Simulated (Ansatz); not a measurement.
KBr:

```
CELL_PARAMETERS angstrom
0.00000 3.30000 3.30000
3.30000 0.00000 3.30000
3.30000 3.30000 0.00000
ATOMIC_POSITIONS crystal
Br 0.50000 0.50000 0.50000
K 0.00000 0.00000 0.00000
```

Base run:

```yaml
Program: Ansatz 0.2.0
Functional: HF
Potentials_or_basis: Ansatz PAW
Cutoff: "420 eV (not typed: the program's choice for these potentials)"
k_mesh: 4 × 4 × 4
Occupations: fermi-dirac, width 0.05 eV
Spin: no spin polarisation
```

Its results: band gap on the k mesh 12.09 eV, direct; pressure 2.2 GPa.

**Question.** The run is repeated on the same cell with these changes: functional from HF to r2SCAN50; cutoff from 420 eV (not typed: the program's choice for these potentials) to 500 eV (not typed: the program's choice for these potentials). What comes out?

**Answer.** Band gap on the k mesh 8.25 eV, direct; pressure -0.1 GPa.

Caveats: the PAW data sets come from PBE, with cores solved anew for the run's functional, which leaves a small shift of forces and pressure; the thresholds are loose for stress.
